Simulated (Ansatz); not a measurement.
## LiCl: stable or not

It was reached by relaxing an invented guess, and it needn't be the stable form of this composition.

Method: DFT PBE, scalar-relativistic, plane waves, PAW in Ansatz 0.2.0. Plane waves to 420 eV, an 8×8×8 mesh through Γ for the 2-atom cell and 0.02 eV Gaussian smearing; no spin polarisation.

```cif
data_structure
_symmetry_space_group_name_H-M 'F-43m'
_symmetry_Int_Tables_number 216
_cell_length_a 5.5157
_cell_length_b 5.5157
_cell_length_c 5.5157
_cell_angle_alpha 90.000
_cell_angle_beta 90.000
_cell_angle_gamma 90.000
_cell_volume 167.80
loop_
_atom_site_label
_atom_site_type_symbol
_atom_site_symmetry_multiplicity
_atom_site_Wyckoff_symbol
_atom_site_fract_x
_atom_site_fract_y
_atom_site_fract_z
_atom_site_occupancy
Li1 Li 4 a 0.00000 0.00000 0.00000 1
Cl1 Cl 4 c 0.25000 0.25000 0.25000 1
```

The zero of energy is the elements' standard structures at the same level (Cl₂ as a molecule); no fitted shifts are applied.

Question: These tests were run: energy against the elements; phonons on a 4×4×4 q mesh; elastic tensor. What do they show?

Answer:

| test | result |
| --- | --- |
| energy against the elements | −1.873 eV/atom |
| phonons on a 4×4×4 q mesh | no imaginary mode on the mesh |
| elastic tensor | least eigenvalue 10 GPa |

It fails none of these tests. Other phases of the system weren't compared here, so this isn't yet thermodynamic stability.

The run for the phonons used an 8×8×8 k mesh. The run for the elastic tensor used an 8×8×8 k mesh.
